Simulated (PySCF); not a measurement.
# What the low excited states add to the polarisability

Species: pyridine, C₅H₅N.
SMILES with atom numbers: `[cH:1]1[cH:2][cH:3][n:4][cH:5][cH:6]1` (hydrogens: H7 on C1; H8 on C2; H9 on C3; H10 on C5; H11 on C6)

Structure used (GFN2-xTB), in Å, numbered top down from 1:
```
atom  x, y, z in Å
C1     0.072    1.186   -0.023
C2     1.220    0.409    0.003
C3     1.077   -0.971    0.025
N4    -0.095   -1.581    0.024
C5    -1.185   -0.835    0.001
C6    -1.160    0.552   -0.024
H7     0.137    2.264   -0.042
H8     2.200    0.860    0.007
H9     1.941   -1.622    0.045
H10   -2.122   -1.377    0.002
H11   -2.079    1.118   -0.044
```

Level of theory: TDDFT wB97X-D/def2-SVPD, vertical, gas phase, core orbitals frozen in the response in PySCF.

Computed singlets:

| state | E (eV) | f |
| --- | --- | --- |
| S1 | 5.03 | 0.0044 |
| S2 | 5.34 | 0.0000 |
| S3 | 5.70 | 0.042 |
| S4 | 6.54 | 0.024 |
| S5 | 7.58 | 0.511 |
| S6 | 7.59 | 0.528 |
| S7 | 7.80 | 0.0006 |
| S8 | 7.80 | 0.026 |

**Question.** Build the mean polarisability up from these states and compare it with the full response value.

**Answer.** Each state adds f / ΔE² (ΔE in hartree, 27.2114 eV).

| state | f/ΔE² (au) | running sum (au) | running share of α (%) |
| --- | --- | --- | --- |
| S1 | 0.13 | 0.13 | 0.2 |
| S2 | 0.00 | 0.13 | 0.2 |
| S3 | 0.97 | 1.09 | 1.8 |
| S4 | 0.42 | 1.51 | 2.5 |
| S5 | 6.60 | 8.11 | 13.3 |
| S6 | 6.80 | 14.90 | 24.5 |
| S7 | 0.01 | 14.91 | 24.5 |
| S8 | 0.31 | 15.22 | 25.0 |

The full response gives 60.84 au (9.02 Å³), so 45.6 au comes from the higher roots of the same equations.

**Question.** By how much does the contribution of these states grow at 532 nm?

**Answer.** With ω = 0.0856 hartree each state's term in the mean polarisability goes from f / ΔE² to f / (ΔE² − ω²); the sum over all 8 states goes from 15.22 to 16.94 au, a rise of 1.72 au.

A one-level model with all 30 active electrons at a single energy would need ΔE = √(N/α) = 19.1 eV to give this α, against S1 at 5.03 eV.
